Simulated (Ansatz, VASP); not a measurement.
# Two plane-wave programs on CdS

File INCAR:

```
SYSTEM = CdS
ALGO = Normal
EDIFF = 1E-6
ENCUT = 520
GGA = PE
ISIF = 2
ISMEAR = 0
LASPH = .True.
LCHARG = .False.
LREAL = .False.
LWAVE = .False.
NBANDS = 16
NELM = 80
PREC = Accurate
SIGMA = 0.02
```

KPOINTS

```
k-points
0
Gamma
  8 8 8
  0 0 0
```

The input POSCAR:

```
CdS
1.0
    0.0000000000      2.9027204179      2.9027204179
    2.9027204179      0.0000000000      2.9027204179
    2.9027204179      2.9027204179      0.0000000000
Cd S
1 1
Direct
    0.0000000000      0.0000000000      0.0000000000
    0.2500000000      0.2500000000      0.2500000000
```

Input for Ansatz:

```yaml
crystal:
  lattice:
    - [0.0, 2.9027203986, 2.9027203986]
    - [2.9027203986, 0.0, 2.9027203986]
    - [2.9027203986, 2.9027203986, 0.0]
  atoms:
    - { symbol: Cd, position: [0.0, 0.0, 0.0] }
    - { symbol: S, position: [0.25, 0.25, 0.25] }
basis:
  ecutwfc: 420
kpoints:
  mp_grid: { grid: [8, 8, 8] }
hamiltonian:
  xc: pbe
scf:
  occupations: { method: gaussian, width: 0.02 }
output:
  forces: true
  stress: true
  eigenvalues: true
```

Alike in both runs: task single point; functional PBE; k mesh 8 × 8 × 8; occupations gaussian, width 0.02 eV; no spin polarisation.

```csv
,VASP,Ansatz
version,VASP 6.6.1,Ansatz 0.2.0
potentials or method,"VASP PAW PBE potentials, release 64 (Cd, S)","scalar-relativistic, plane waves, PAW"
plane-wave cutoff (eV),520,420
valence electrons in the cell,18,26
```

|  | VASP | Ansatz | Ansatz less VASP |
| --- | --- | --- | --- |
| gap on the k mesh at the Fermi level (eV) | 1.18 | 1.18 | -0.005 |
| least direct gap on the mesh (eV) | 1.18 | 1.18 | -0.005 |
| pressure (GPa) | 4.2 | 3.8 | -0.38 |

The two sets of potentials don't hold the same shells in valence.

PBE gaps usually lie below the measured ones, often by a third to a half.
